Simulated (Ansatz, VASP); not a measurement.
**One calculation of Ti, two programs**

```
CELL_PARAMETERS angstrom
2.43094 0.00000 0.00000
0.00000 2.43094 0.00000
0.00000 0.00000 2.43094
ATOMIC_POSITIONS crystal
Ti 0.00000 0.00000 0.00000
```

Alike in both runs: functional LDA; k mesh 15 × 15 × 15; occupations fermi-dirac, width 0.05 eV; no spin polarisation.

Ansatz relaxed the structure, and its values are those at the end. VASP's run is a single point on that final structure, the one shown.

```csv
,VASP,Ansatz
version,VASP 6.6.1,Ansatz 0.2.0
potentials or method,"VASP PAW LDA potentials, release 64 (Ti_sv)","PAW with Ansatz's default frozen-core files, scalar-relativistic"
plane-wave cutoff (eV),520,420
valence electrons in the cell,12,12
```

Ansatz gave:

| Quantity | Value |
| --- | --- |
| pressure (GPa) | 17.0 |

Q: What did VASP give for the same quantities?

A: Pressure (GPa): 17.1.

Caveats: so large a pressure means that the cell lies far from this level's equilibrium, or that cutoff or potentials fall short (VASP).
